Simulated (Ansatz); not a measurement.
**Al started in the widest void in wurtzite AlN, 97 atoms, charge −1**

All numbers come from Ansatz (PAW, plane waves, no spin–orbit coupling) at the single k point (¼, ¼, ¼) without its symmetry partners. The atoms were relaxed with PBEsol in a fixed cell; other functionals are single points on those atoms unless said otherwise. The valence top and gap of the host come from its small cell on a dense mesh, with the band extrema sought between the mesh points, lined up by the mean potential, PBEsol gap 4.09 eV, HSE06 gap 5.54 eV. The charge correction uses an assumed dielectric constant of 8.5.

Cell: a = 9.341 Å, b = 10.787 Å, c = 9.967 Å, α = 90.00°, β = 90.00°, γ = 90.00°.

Nearest atoms after relaxation, from the placed atom (for vacancies from the middle of the vacant sites): N at 1.88 Å, N at 2.06 Å, N at 2.17 Å, Al at 2.23 Å, Al at 2.31 Å, Al at 2.33 Å, Al at 2.49 Å, Al at 2.53 Å.

Chemical potentials μ are those of reference phases of the elements at zero temperature by the same functional (the usual solids, diamond for C, grey Sn, and the molecules H2, N2, O2, F2, Cl2, Br2 and S8).

| functional | E(defect) − E(host) − Σ nμ + q·E_VBM (eV) | monopole (eV) | alignment (eV) | formation energy at E_F = VBM (eV) | moment (μB) | wall time, shared host |
| --- | --- | --- | --- | --- | --- | --- |
| PBEsol | 13.43 | 0.24 | -0.12 | 13.55 | 0 (no spin) | 16 s on NVIDIA GB200 (relaxation) |
| HSE06 | 15.00 | 0.24 | -0.11 | 15.13 | 0 (no spin) | 16 s on NVIDIA GB200 |

HSE06 one-electron levels near the gap (the ten most localised at most), from the host's valence top, not corrected for the charge's images:

```tsv
level (eV)	spin	filling	atoms sharing it	element of the atom with most weight
-0.25	both	2.00	45.0	spread
-0.20	both	2.00	27.9	N
-0.13	both	2.00	26.5	N
0.08	both	2.00	10.6	N
3.12	both	2.00	7.6	Al
3.68	both	2.00	9.7	Al
```

All elements are taken at their own reference at once; growth conditions in equilibrium with the host shift these energies, by up to the host's formation enthalpy.

One k point and a cell of this size can leave errors of several tenths of an eV in such numbers.
